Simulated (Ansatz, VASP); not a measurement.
## Pt: VASP beside Ansatz

File INCAR:

```
SYSTEM = Pt
PREC = Accurate ; ENCUT = 520
EDIFF = 1E-7 ; ISMEAR = 0
SIGMA = 0.014 ; LREAL = .False.
LASPH = .True. ; NELM = 60
ALGO = Normal ; ISIF = 2
LWAVE = .False. ; LCHARG = .True.
GGA = PE ; LELF = .True.
LVHAR = .True. ; NBANDS = 11
```

Contents of KPOINTS:

```
Automatic mesh
0
Gamma
  12 12 12
  0 0 0
```

Contents of POSCAR:

```
Pt
1.0
    0.0000000000      1.9609000000      1.9609000000
    1.9609000000      0.0000000000      1.9609000000
    1.9609000000      1.9609000000      0.0000000000
Pt
1
Direct
    0.0000000000      0.0000000000      0.0000000000
```

File input.yaml:

```yaml
crystal:
  lattice:
    - [0.0, 1.9609, 1.9609]
    - [1.9609, 0.0, 1.9609]
    - [1.9609, 1.9609, 0.0]
  atoms:
    - { symbol: Pt, position: [0.0, 0.0, 0.0] }
hamiltonian:
  xc: pbe
  pseudopotentials: { kind: paw }
kpoints:
  mp_grid: { grid: [12, 12, 12] }
scf:
  occupations: { method: gaussian, width: 0.014 }
output:
  forces: true
  stress: true
  eigenvalues: true
```

Alike in both runs: task single point; functional PBE; k mesh 12 × 12 × 12; occupations gaussian, width 0.014 eV; no spin polarisation.

```csv
,VASP,Ansatz
version,VASP 6.6.1,Ansatz 0.2.0
potentials or method,"VASP PAW PBE potentials, release 64 (Pt)",Ansatz PAW
plane-wave cutoff (eV),520,420
valence electrons in the cell,10,18
```

Ansatz gave:

| Property | Result |
| --- | --- |
| gap on the k mesh at the Fermi level (eV) | none |
| pressure (GPa) | 10.2 |

Question: What did VASP give for the same quantities?

Answer: gap on the k mesh at the Fermi level (eV): none; pressure (GPa): 9.7.

A gap of «none» marks a metal or a gap that the smearing closes. The functional is the same, so the differences come from potentials, cutoffs and numerics. The two sets of potentials don't hold the same shells in valence.

Spin-orbit coupling is left out, which matters for the levels of Pt.
